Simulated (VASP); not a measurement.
## VASP 6.6.1 run: TePb

INCAR

```
ISMEAR = -1
PREC = Accurate
IBRION = -1
LASPH = .TRUE.
GGA = PE
ENCUT = 800
ISIF = 2
EDIFF = 0.0001
LCHARG = .FALSE.
NBANDS = 17
SIGMA = 0.02
NSW = 0
LREAL = .FALSE.
NELM = 120
LWAVE = .FALSE.
```

KPOINTS

```
KPOINTS created by Atomic Simulation Environment
0
Gamma
8 8 8
0 0 0
```

POSCAR

```
Pb Te
 1.0000000000000000
     0.0000000000000000    3.3985503227999998    3.2524829413999998
     3.3985503227999998    0.0000000000000000    3.2524829413999998
     3.3985503227999998    3.3985503227999998    0.0000000000000000
 Pb  Te
   1   1
Cartesian
  0.0000000000000000  0.0000000000000000  0.0000000000000000
  3.3985503227999994  3.3985503227999994  3.2524829413999994
```

The recommended PBE PAW datasets give the neutral cell 20 valence electrons.

Command

```
mpirun -np 1 vasp_std
```

Problem. How does this run end, and what does it give?

Solution. It converged. Results: gap between bands v and c on the k mesh 0.85 eV; least direct gap on the k mesh 0.85 eV; pressure -1.7 GPa. Band v is the last that the valence electrons fill when counted band by band, and c is the next.

OSZICAR

```
N       E                     dE             d eps       ncg     rms          rms(c)
DAV:   1     0.170487267072E+03    0.17049E+03   -0.11521E+04  2006   0.155E+03
DAV:   2     0.521748879870E+01   -0.16527E+03   -0.16021E+03  2057   0.339E+02
DAV:   3    -0.728278695246E+01   -0.12500E+02   -0.12389E+02  2732   0.958E+01
DAV:   4    -0.763683271696E+01   -0.35405E+00   -0.35368E+00  2434   0.173E+01
DAV:   5    -0.765215191281E+01   -0.15319E-01   -0.15319E-01  3072   0.339E+00    0.276E+00
DAV:   6    -0.747358018038E+01    0.17857E+00   -0.41812E-01  2783   0.402E+00    0.163E+00
DAV:   7    -0.746906081768E+01    0.45194E-02   -0.10253E-01  2431   0.144E+00    0.875E-01
DAV:   8    -0.747190954227E+01   -0.28487E-02   -0.13191E-02  2339   0.113E+00    0.167E-01
DAV:   9    -0.747147379690E+01    0.43575E-03   -0.24796E-03  2846   0.454E-01    0.598E-02
DAV:  10    -0.747153919367E+01   -0.65397E-04   -0.21265E-04  2297   0.908E-02
   1 F= -.74715392E+01 E0= -.74715392E+01  d E =-.287757E-10
```

For comparison, a separate PBE run of the intended cell, on usual settings and not on those above, gives a gap of 0.85 eV on its mesh and a pressure of -1.8 GPa.
